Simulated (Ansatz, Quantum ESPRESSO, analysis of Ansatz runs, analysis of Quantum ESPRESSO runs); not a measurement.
# Substitutional N in diamond: charge-transition level, PBE (Quantum ESPRESSO), part 2 of 4

How near does this set-up come to the measured charge-transition level? Subject: substitutional N in diamond. Set-up: PBE, GBRV 1.5 PBE, cutoffs x 0.7, 64-site cell, PBE lattice, k: the zone centre alone then 2x2x2 shifted, started with the impurity moved along one bond, start relaxed with Ansatz. The model is a cell of 64 host atoms with 1 C taken out and 1 N put in. The level is the Fermi energy at which two charge states have equal formation energy, after a correction for the images of the charge. This set-up takes another basis size than the usual one.

Quantum ESPRESSO 7.5; PBE, GBRV 1.5 PBE, cutoffs x 0.7, 64-site cell, PBE lattice, k: the zone centre alone then 2x2x2 shifted, started with the impurity moved along one bond, start relaxed with Ansatz.

So far: The structure; Relaxation, charge +1.

**3. Single point, charge +1**

The relaxed structure is kept, and the final numbers are taken at the final level and k-points.

This step: Quantum ESPRESSO plane-wave DFT, PBE, GBRV 1.5 PBE potentials; single point of a defect supercell.

The input, pw.in:

```
&CONTROL
  calculation = 'scf'
  prefix = 'pwscf'
  outdir = './tmp'
  pseudo_dir = './pseudo'
  tprnfor = .true.
  disk_io = 'low'
/
&SYSTEM
  ibrav = 0
  nat = 64
  ntyp = 2
  ecutwfc = 31
  ecutrho = 252
  nbnd = 132
  occupations = 'smearing'
  smearing = 'fd'
  degauss = 0.00073499
  tot_charge = 1
  nosym = .true.
/
&ELECTRONS
  conv_thr = 6d-08
  electron_maxstep = 100
  mixing_beta = 0.5
/
ATOMIC_SPECIES
C     12.0110 c_pbe_v1.2.uspp.F.UPF
N     14.0070 n_pbe_v1.2.uspp.F.UPF
CELL_PARAMETERS angstrom
   7.1455291292    0.0000000000    0.0000000000
   0.0000000000    7.1455291292    0.0000000000
   0.0000000000    0.0000000000    7.1455291292
ATOMIC_POSITIONS crystal
C      0.0002323808    0.0007095813    0.2495830260
C      0.0002317928    0.2502056504    0.0000876520
[... 1 atom line left out ...]
C      0.2490124155    0.2494898621    0.2488674263
C      0.1253221918    0.1258003612    0.3759645017
C      0.1253221984    0.3765863970    0.1251779523
C      0.3761081341    0.1257996042    0.1251771422
N      0.3751259145    0.3756052508    0.3749797749
[... 5 atom lines left out ...]
C      0.1253263107    0.3746230882    0.6247873278
C      0.3741450514    0.1258039820    0.6247867125
[... 11 atom lines left out ...]
C      0.2490164634    0.5017176011    0.5010957265
[... 9 atom lines left out ...]
C      0.6249303481    0.1258042511    0.3740022283
[... 4 atom lines left out ...]
C      0.5012393076    0.2494949343    0.5010949269
[... 3 atom lines left out ...]
C      0.6249312138    0.3765907205    0.6247873637
[... 2 atom lines left out ...]
C      0.5012416893    0.5017198621    0.2488697065
[... 14 atom lines left out ...]
C      0.8751295850    0.8756070037    0.8749867238
K_POINTS automatic
2 2 2 1 1 1
```

The input, pp_potential.in:

```
&INPUTPP
  prefix = 'pwscf'
  outdir = './tmp'
  filplot = 'potential.dat'
  plot_num = 11
/
&PLOT
  nfile = 1
  filepp(1) = 'potential.dat'
  iflag = 3
  output_format = 6
  fileout = 'potential.cube'
/
```

Run with:

```sh
$ OMP_NUM_THREADS=1 mpirun -n 4 pw.x -nk 2 -in pw.in > pw.out
$ OMP_NUM_THREADS=1 mpirun -n 4 pp.x -in pp_potential.in > pp_potential.out
```

What it wrote:

```text
[banner, memory and clock lines left out]
          URL

     bravais-lattice index     =            0
     lattice parameter (alat)  =      13.5031  a.u.
     unit-cell volume          =    2462.0665 (a.u.)^3
     number of atoms/cell      =           64
     number of atomic types    =            2
     number of electrons       =       256.00
     number of Kohn-Sham states=          132
     kinetic-energy cutoff     =      31.0000  Ry
     charge density cutoff     =     252.0000  Ry
     scf convergence threshold =      6.0E-08
     mixing beta               =       0.5000
     number of iterations used =            8  plain     mixing
     Exchange-correlation= SLA  PW   PBE  PBE
                           (   1   4   3   4   0   0   0)

     celldm(1)=  13.503093  celldm(2)=   0.000000  celldm(3)=   0.000000
     celldm(4)=   0.000000  celldm(5)=   0.000000  celldm(6)=   0.000000

     crystal axes: (cart. coord. in units of alat)
               a(1) = (   1.000000   0.000000   0.000000 )
               a(2) = (   0.000000   1.000000   0.000000 )
               a(3) = (   0.000000   0.000000   1.000000 )

     reciprocal axes: (cart. coord. in units 2 pi/alat)
               b(1) = (  1.000000  0.000000  0.000000 )
               b(2) = (  0.000000  1.000000  0.000000 )
               b(3) = (  0.000000  0.000000  1.000000 )

     PseudoPot. # 1 for C  read from file:
     c_pbe_v1.2.uspp.F.UPF
     Pseudo is Ultrasoft + core correction, Zval =  4.0
     Generated by new atomic code, or converted to UPF format
     Using radial grid of  721 points,  4 beta functions with:
                l(1) =   0
                l(2) =   0
                l(3) =   1
                l(4) =   1
     Q(r) pseudized with  8 coefficients,  rinner =    1.100   1.100   1.100

     PseudoPot. # 2 for N  read from file:
     n_pbe_v1.2.uspp.F.UPF
     Pseudo is Ultrasoft + core correction, Zval =  5.0
     Generated by new atomic code, or converted to UPF format
     Using radial grid of  729 points,  4 beta functions with:
                l(1) =   0
                l(2) =   0
                l(3) =   1
                l(4) =   1
     Q(r) pseudized with  8 coefficients,  rinner =    0.900   0.900   0.900

     atomic species   valence    mass     pseudopotential
     C                 4.00    12.01100     C ( 1.00)
     N                 5.00    14.00700     N ( 1.00)

     No symmetry found

   Cartesian axes

     site n.     atom                  positions (alat units)
         1        C      tau(   1) = (   0.0002324   0.0007096   0.2495830  )
         2        C      tau(   2) = (   0.0002318   0.2502057   0.0000877  )
         3        C      tau(   3) = (   0.2497267   0.0007091   0.0000872  )
         4        C      tau(   4) = (   0.2490124   0.2494899   0.2488674  )
         5        C      tau(   5) = (   0.1253222   0.1258004   0.3759645  )
         6        C      tau(   6) = (   0.1253222   0.3765864   0.1251780  )
         7        C      tau(   7) = (   0.3761081   0.1257996   0.1251771  )
         8        N      tau(   8) = (   0.3751259   0.3756053   0.3749798  )
         9        C      tau(   9) = (   0.0000414   0.0005189   0.7500701  )
        10        C      tau(  10) = (  -0.0001449   0.2505976   0.4999914  )
        11        C      tau(  11) = (   0.2501186   0.0003328   0.4999917  )
[...]
60        C      tau(  60) = (   0.7502163   0.7506945   0.7500722  )
        61        C      tau(  61) = (   0.6252272   0.6257047   0.8750089  )
        62        C      tau(  62) = (   0.6252268   0.8756322   0.6250824  )
        63        C      tau(  63) = (   0.8751541   0.6257047   0.6250823  )
        64        C      tau(  64) = (   0.8751296   0.8756070   0.8749867  )

     number of k points=     4  Fermi-Dirac smearing, width (Ry)=  0.0007
                       cart. coord. in units 2pi/alat
        k(    1) = (   0.2500000   0.2500000   0.2500000), wk =   0.5000000
        k(    2) = (   0.2500000   0.2500000  -0.2500000), wk =   0.5000000
        k(    3) = (   0.2500000  -0.2500000   0.2500000), wk =   0.5000000
        k(    4) = (   0.2500000  -0.2500000  -0.2500000), wk =   0.5000000

     Dense  grid:   166269 G-vectors     FFT dimensions: (  72,  72,  72)

     Smooth grid:    57363 G-vectors     FFT dimensions: (  48,  48,  48)

     Initial potential from superposition of free atoms

     starting charge     256.9974, renormalised to     256.0000
     Starting wfcs are  256 randomized atomic wfcs

     Self-consistent Calculation

     iteration #  1     ecut=    31.00 Ry     beta= 0.50
     Davidson diagonalization with overlap
     ethr =  1.00E-02,  avg # of iterations =  2.0

     total energy              =    -744.25353688 Ry
     estimated scf accuracy    <       3.84013159 Ry

     iteration #  2     ecut=    31.00 Ry     beta= 0.50
     Davidson diagonalization with overlap
     ethr =  1.50E-03,  avg # of iterations =  3.0

     total energy              =    -744.23559927 Ry
     estimated scf accuracy    <       0.63520252 Ry

     iteration #  3     ecut=    31.00 Ry     beta= 0.50
     Davidson diagonalization with overlap
     ethr =  2.48E-04,  avg # of iterations =  8.0

     total energy              =    -744.28671099 Ry
     estimated scf accuracy    <       0.13957084 Ry

     iteration #  4     ecut=    31.00 Ry     beta= 0.50
     Davidson diagonalization with overlap
     ethr =  5.45E-05,  avg # of iterations = 12.0

     total energy              =    -744.31259351 Ry
     estimated scf accuracy    <       0.00286255 Ry

     iteration #  5     ecut=    31.00 Ry     beta= 0.50
     Davidson diagonalization with overlap
     ethr =  1.12E-06,  avg # of iterations =  7.0

     total energy              =    -744.31325887 Ry
     estimated scf accuracy    <       0.00071555 Ry

     iteration #  6     ecut=    31.00 Ry     beta= 0.50
     Davidson diagonalization with overlap
     ethr =  2.80E-07,  avg # of iterations =  3.0

     total energy              =    -744.31337193 Ry
     estimated scf accuracy    <       0.00007013 Ry

     iteration #  7     ecut=    31.00 Ry     beta= 0.50
     Davidson diagonalization with overlap
     ethr =  2.74E-08,  avg # of iterations =  2.2

     total energy              =    -744.31338562 Ry
     estimated scf accuracy    <       0.00000641 Ry

     iteration #  8     ecut=    31.00 Ry     beta= 0.50
     Davidson diagonalization with overlap
     ethr =  2.50E-09,  avg # of iterations =  3.0

     total energy              =    -744.31338748 Ry
     estimated scf accuracy    <       0.00000051 Ry

     iteration #  9     ecut=    31.00 Ry     beta= 0.50
     Davidson diagonalization with overlap
     ethr =  2.00E-10,  avg # of iterations =  2.0

     total energy              =    -744.31338766 Ry
     estimated scf accuracy    <       0.00000011 Ry

     iteration # 10     ecut=    31.00 Ry     beta= 0.50
     Davidson diagonalization with overlap
     ethr =  4.20E-11,  avg # of iterations =  3.0

     End of self-consistent calculation

          k = 0.2500 0.2500 0.2500 (  7145 PWs)   bands (ev):

    -8.5138  -7.2328  -6.5239  -6.5239  -5.8628  -5.4002  -5.4002  -4.9362
    -4.3582  -4.3016  -4.3016  -3.7717  -3.3475  -3.3475  -3.2262  -3.2262
    -3.2120  -2.5622  -2.4279  -2.4279  -1.8442  -1.4126  -1.4126  -1.3699
    -1.1719  -1.1719  -0.6377  -0.4476  -0.4476  -0.3514  -0.3382  -0.3382
     0.6344   0.7170   0.7170   1.3876   1.7195   1.7727   1.7727   1.9788
     1.9788   2.1718   2.1751   2.1751   2.5476   2.6213   2.6213   2.6730
     3.2683   3.3047   3.3047   3.4882   3.5126   3.5126   4.6455   4.6562
     4.6562   4.8882   4.8882   4.9287   5.3183   5.4069   5.4069   5.4543
     5.5481   5.5481   5.6104   5.7904   5.7905   5.9103   5.9450   5.9450
     6.5730   6.5730   6.6731   6.9358   6.9358   6.9788   7.0059   7.0385
[...]
17.3607  18.1341  18.1341  18.2255

          k = 0.2500 0.2500-0.2500 (  7145 PWs)   bands (ev):

[...]
17.3607  18.1340  18.1341  18.2255

          k = 0.2500-0.2500 0.2500 (  7145 PWs)   bands (ev):

[...]
17.3606  18.1340  18.1341  18.2255

          k = 0.2500-0.2500-0.2500 (  7145 PWs)   bands (ev):

[...]
7.9237   7.9875   8.1478   8.1478   8.1575   8.4073   8.4073   8.4766
     8.4889   8.8882   8.8882   8.9035   9.0006   9.0006   9.0883   9.0883
     9.1057   9.2338   9.2444   9.2444   9.2850   9.2850   9.3075   9.7275
     9.7275   9.7761  10.3040  10.3040  10.4469  10.7113  10.7113  10.7727
    11.1380  11.2403  11.2403  11.4038  11.4038  11.4743  12.5737  12.5737
    17.3606  18.1340  18.1341  18.2255

     the Fermi energy is    14.9581 ev

!    total energy              =    -744.31338770 Ry
     estimated scf accuracy    <       0.00000002 Ry
     smearing contrib. (-TS)   =       0.00000000 Ry
     internal energy E=F+TS    =    -744.31338770 Ry

     The total energy is F=E-TS. E is the sum of the following terms:
     one-electron contribution =     251.92739291 Ry
     hartree contribution      =      63.65209594 Ry
     xc contribution           =    -236.20733303 Ry
     ewald contribution        =    -823.68554351 Ry

     convergence has been achieved in  10 iterations

     Forces acting on atoms (cartesian axes, Ry/au):

     atom    1 type  1   force =    -0.00026872   -0.00026246   -0.00000045
     atom    2 type  1   force =    -0.00026664   -0.00000090   -0.00026822
     atom    3 type  1   force =     0.00000686   -0.00026118   -0.00026334
     atom    4 type  1   force =    -0.00040864   -0.00040288   -0.00040719
     atom    5 type  1   force =    -0.00024457   -0.00024652   -0.00073197
     atom    6 type  1   force =    -0.00024059   -0.00073076   -0.00024645
     atom    7 type  1   force =    -0.00072435   -0.00023580   -0.00024277
     atom    8 type  2   force =     0.00001565    0.00000128    0.00001911
     atom    9 type  1   force =    -0.00020378   -0.00020295    0.00019855
     atom   10 type  1   force =    -0.00032222    0.00001419   -0.00001183
[...]
atom   60 type  1   force =     0.00019898    0.00019475    0.00019476
     atom   61 type  1   force =     0.00022732    0.00023450   -0.00006941
     atom   62 type  1   force =     0.00022809   -0.00007424    0.00023261
     atom   63 type  1   force =    -0.00006930    0.00023154    0.00023303
     atom   64 type  1   force =    -0.00000943   -0.00000841   -0.00002022

     Total force =     0.003844     Total SCF correction =     0.000350
```

Run time: 50 s. Hardware: 4 MPI ranks of Arm Neoverse V1, shared host; peak memory 0.64 GiB.

[end of part 2 of 4]

[Logs are printed without paths, hosts, clocks, repeated set-up lines and the standing remarks that a program may print on its own settings, such as how far it seeks lower states.]

[Hosts, paths, dates, database ids (printed as entryN), source tags and the programs' standing remarks are cut or masked in the printed files.]

[For some hosts the program warned that the k-mesh of the response run may be too coarse for force constants and the static dielectric constant; such warnings are not shown here.]
